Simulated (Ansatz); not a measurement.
Input and steps of a relaxation of cell and atoms on a 12-atom cell of HfSi3O8 built on polar orthorhombic HfO2 (relaxed group P2) (the plane-wave code Ansatz, r2SCAN). It starts from the PBE minimum.

```yaml
crystal:
  lattice:
    - [4.4055051549, -0.1736581114, -6.87026e-05]
    - [-0.1746269424, 4.7440940399, -7.50783e-05]
    - [-7.16498e-05, -7.78647e-05, 5.1486436712]
  atoms:
    - { symbol: Hf, position: [0.2499874753, 0.2043174088, 0.0446977212] }
    - { symbol: Si, position: [0.2500024765, 0.7043303031, 0.4118493135] }
    - { symbol: Si, position: [0.7500143453, 0.2043261137, 0.5865733905] }
    - { symbol: Si, position: [0.7499868386, 0.7043304824, 0.9016818325] }
    - { symbol: O, position: [0.0124244341, 0.3773582681, 0.3810094138] }
    - { symbol: O, position: [0.01270876, 0.8384407479, 0.1481743339] }
    - { symbol: O, position: [0.4973955565, 0.5213360981, 0.6457859204] }
    - { symbol: O, position: [0.569430683, 1.0074135303, 0.8526341396] }
    - { symbol: O, position: [0.4875733537, 1.0313031305, 0.3810154549] }
    - { symbol: O, position: [0.4872751314, 0.5702137081, 0.1481547169] }
    - { symbol: O, position: [0.9305845577, 0.4012719978, 0.8526186949] }
    - { symbol: O, position: [1.0026163881, 0.887358211, 0.645805068] }
kpoints:
  mp_grid: { grid: [6, 6, 4] }
hamiltonian:
  xc: r2scan
scf:
  occupations: { method: fermi_dirac, width: 0.02 }
relax:
  f_tol: 0.005
  cell: {}
```

The trajectory has 7 recorded frames, each with positions in Å and forces in eV/Å. The last, and any step after a large change of cell, is solved on a basis re-selected at its cell; pressure is positive in compression.

Step 1: energy 0.0 meV/atom from step 1, largest force component 0.138 eV/Å, pressure -8.28 GPa
```xyz
12
Lattice="4.4055 -0.1737 -0.0001 -0.1746 4.7441 -0.0001 -0.0001 -0.0001 5.1486" Properties=species:S:1:pos:R:3:forces:R:3 pbc="T T T"
Hf    1.0656    0.9259    0.2301    0.0000    0.0000    0.0744
Si    0.9784    3.2980    2.1204    0.0001    0.0000   -0.0879
Si    3.2685    0.8391    3.0200   -0.0001    0.0000    0.0334
Si    3.1810    3.2111    4.6423    0.0000   -0.0001    0.0445
O    -0.0112    1.7880    1.9617   -0.0182    0.0248    0.1381
O    -0.0904    3.9754    0.7628    0.0543   -0.0047   -0.1009
O     2.1002    2.3868    3.3248    0.0650    0.0630   -0.0206
O     2.3326    4.6803    4.3898    0.1230   -0.0292   -0.0487
O     1.9679    4.8079    1.9616    0.0183   -0.0248    0.1382
O     2.0471    2.6205    0.7627   -0.0543    0.0047   -0.1008
O     4.0296    1.7420    4.3897   -0.1230    0.0291   -0.0487
O     4.2620    4.0355    3.3249   -0.0651   -0.0628   -0.0207
```

Step 2: energy -5.5 meV/atom from step 1, largest force component 0.226 eV/Å, pressure -3.19 GPa
```xyz
12
Lattice="4.3788 -0.1705 -0.0001 -0.1712 4.7166 -0.0001 -0.0001 -0.0001 5.1157" Properties=species:S:1:pos:R:3:forces:R:3 pbc="T T T"
Hf    1.0597    0.9211    0.2297    0.0000    0.0001   -0.0498
Si    0.9741    3.2794    2.1072    0.0001    0.0000   -0.0725
Si    3.2491    0.8358    2.9988   -0.0001    0.0000    0.0516
Si    3.1634    3.1942    4.6139    0.0000   -0.0001    0.0739
O    -0.0100    1.7769    1.9442   -0.0896    0.0677    0.2135
O    -0.0890    3.9571    0.7591   -0.0579   -0.1951   -0.0106
O     2.0853    2.3720    3.3062    0.0744    0.0843   -0.0701
O     2.3171    4.6561    4.3625    0.2264   -0.1326   -0.1345
O     1.9581    4.7819    1.9442    0.0896   -0.0678    0.2135
O     2.0371    2.6018    0.7590    0.0580    0.1952   -0.0106
O     4.0099    1.7323    4.3624   -0.2263    0.1327   -0.1344
O     4.2417    4.0165    3.3063   -0.0745   -0.0843   -0.0701
```

Q: Estimate where the relaxation ends.

A:
Step 3: energy -7.0 meV/atom from step 1, largest force component 0.063 eV/Å, pressure +0.04 GPa
```xyz
12
Lattice="4.3620 -0.1696 -0.0001 -0.1704 4.6983 -0.0001 -0.0001 -0.0001 5.0994" Properties=species:S:1:pos:R:3:forces:R:3 pbc="T T T"
Hf    1.0556    0.9175    0.2278    0.0000    0.0000   -0.0064
Si    0.9705    3.2667    2.1004    0.0000    0.0001   -0.0168
Si    3.2367    0.8327    2.9912   -0.0001    0.0000   -0.0082
Si    3.1514    3.1819    4.5988    0.0001    0.0000    0.0627
O    -0.0125    1.7720    1.9430   -0.0048    0.0060    0.0529
O    -0.0905    3.9352    0.7572    0.0023   -0.0351   -0.0201
O     2.0796    2.3667    3.2918   -0.0292    0.0083   -0.0236
O     2.3123    4.6363    4.3466    0.0463   -0.0148   -0.0248
O     1.9535    4.7614    1.9430    0.0048   -0.0060    0.0529
O     2.0314    2.5982    0.7571   -0.0023    0.0351   -0.0200
O     3.9907    1.7275    4.3466   -0.0463    0.0148   -0.0247
O     4.2234    3.9973    3.2919    0.0291   -0.0084   -0.0236
```

Step 4: energy -7.0 meV/atom from step 1, largest force component 0.038 eV/Å, pressure +0.03 GPa
```xyz
12
Lattice="4.3622 -0.1702 -0.0001 -0.1709 4.6994 -0.0001 -0.0001 -0.0001 5.0983" Properties=species:S:1:pos:R:3:forces:R:3 pbc="T T T"
Hf    1.0556    0.9176    0.2274    0.0000    0.0000   -0.0081
Si    0.9702    3.2674    2.0995    0.0000    0.0000    0.0055
Si    3.2368    0.8325    2.9912   -0.0001    0.0000   -0.0120
Si    3.1512    3.1822    4.5982    0.0001    0.0000    0.0376
O    -0.0126    1.7726    1.9444    0.0000   -0.0042    0.0067
O    -0.0899    3.9345    0.7558   -0.0003   -0.0050   -0.0072
O     2.0783    2.3674    3.2904   -0.0142    0.0033   -0.0090
O     2.3136    4.6370    4.3460    0.0125   -0.0016   -0.0020
O     1.9528    4.7622    1.9444    0.0000    0.0041    0.0066
O     2.0301    2.6002    0.7557    0.0003    0.0051   -0.0072
O     3.9889    1.7276    4.3459   -0.0125    0.0016   -0.0019
O     4.2242    3.9973    3.2904    0.0141   -0.0034   -0.0091
```

Step 5: energy -7.0 meV/atom from step 1, largest force component 0.033 eV/Å, pressure +0.03 GPa
```xyz
12
Lattice="4.3639 -0.1711 0.0000 -0.1720 4.6999 0.0000 0.0000 0.0000 5.0951" Properties=species:S:1:pos:R:3:forces:R:3 pbc="T T T"
Hf    1.0558    0.9175    0.2219   -0.0002   -0.0002    0.0331
Si    0.9698    3.2675    2.1005   -0.0002    0.0001   -0.0205
Si    3.2378    0.8319    2.9874    0.0000    0.0000   -0.0008
Si    3.1517    3.1819    4.5992    0.0003    0.0001    0.0033
O    -0.0127    1.7723    1.9424   -0.0017    0.0011   -0.0026
O    -0.0895    3.9355    0.7558   -0.0140   -0.0102   -0.0042
O     2.0768    2.3672    3.2894   -0.0098   -0.0038   -0.0060
O     2.3156    4.6364    4.3428   -0.0038    0.0010    0.0050
O     1.9524    4.7627    1.9424    0.0017   -0.0011   -0.0026
O     2.0291    2.5995    0.7557    0.0140    0.0104   -0.0042
O     3.9879    1.7275    4.3428    0.0040   -0.0010    0.0051
O     4.2267    3.9968    3.2894    0.0097    0.0037   -0.0060
```

Step 6: energy -7.0 meV/atom from step 1, largest force component 0.004 eV/Å, pressure 0.00 GPa
```xyz
12
Lattice="4.3637 -0.1703 0.0000 -0.1712 4.6995 0.0000 0.0000 0.0000 5.0965" Properties=species:S:1:pos:R:3:forces:R:3 pbc="T T T"
Hf    1.0559    0.9176    0.2249    0.0000    0.0001    0.0012
Si    0.9704    3.2674    2.0999    0.0001    0.0000    0.0041
Si    3.2378    0.8324    2.9889   -0.0001    0.0001    0.0023
Si    3.1521    3.1822    4.5997    0.0000    0.0000   -0.0022
O    -0.0126    1.7723    1.9432    0.0003   -0.0004   -0.0007
O    -0.0895    3.9345    0.7555   -0.0003    0.0002    0.0002
O     2.0773    2.3673    3.2895    0.0001   -0.0005   -0.0017
O     2.3158    4.6369    4.3444    0.0006   -0.0024   -0.0004
O     1.9533    4.7625    1.9432   -0.0003    0.0004   -0.0007
O     2.0302    2.6003    0.7554    0.0003   -0.0002    0.0002
O     3.9886    1.7276    4.3444   -0.0006    0.0023   -0.0003
O     4.2271    3.9972    3.2895    0.0000    0.0005   -0.0017
```

Step 7: energy -6.8 meV/atom from step 1, largest force component 0.004 eV/Å, pressure +0.03 GPa
```xyz
12
Lattice="4.3637 -0.1703 0.0000 -0.1712 4.6995 0.0000 0.0000 0.0000 5.0965" Properties=species:S:1:pos:R:3:forces:R:3 pbc="T T T"
Hf    1.0559    0.9176    0.2249    0.0000    0.0001    0.0009
Si    0.9704    3.2674    2.0999    0.0001    0.0000    0.0041
Si    3.2378    0.8324    2.9889   -0.0001    0.0001    0.0022
Si    3.1521    3.1822    4.5997    0.0000    0.0000   -0.0023
O    -0.0126    1.7723    1.9432    0.0003   -0.0005   -0.0009
O    -0.0895    3.9345    0.7555   -0.0004    0.0003    0.0002
O     2.0773    2.3673    3.2895   -0.0001   -0.0006   -0.0017
O     2.3158    4.6369    4.3444    0.0003   -0.0024   -0.0001
O     1.9533    4.7625    1.9432   -0.0003    0.0005   -0.0009
O     2.0302    2.6003    0.7554    0.0004   -0.0003    0.0002
O     3.9886    1.7276    4.3444   -0.0003    0.0023   -0.0001
O     4.2271    3.9972    3.2895    0.0001    0.0006   -0.0018
```

In 6 steps the volume changed by -2.9 %; between the first SCF and the last, each on a basis chosen for its cell, the energy fell by 6.8 meV an atom. Final cell: space group P2 (No. 3), monoclinic; conventional cell a = 4.367 Å, b = 5.097 Å, c = 4.703 Å, β = 94.3°, 8.70 Å³ an atom. Around Hf lie 6 O at 1.99–2.20 Å; around Si lie 6 O at 1.80–1.86 Å; around Si lie 6 O at 1.71–1.95 Å; around Si lie 6 O at 1.70–1.88 Å; around O lie 2 Si at 1.71–1.80 Å and 1 Hf at 2.20 Å; around O lie 2 Si at 1.78–1.84 Å and 1 Hf at 2.02 Å; around O lie 3 Si at 1.86–1.95 Å; around O lie 2 Si at 1.70–1.79 Å and 1 Hf at 1.99 Å.

Q: It ran on 1 × NVIDIA H100 80GB HBM3 with 2 threads of AMD EPYC 7R13 Processor (Zen 3) (shared host), load about 1.1 per core. About how long did it take, and how much host memory at the peak?

A: About 76 s, with a peak of 1.2 GiB.

No spin polarisation and no zero-point or thermal motion; the cell was built from a prototype and may be hypothetical.
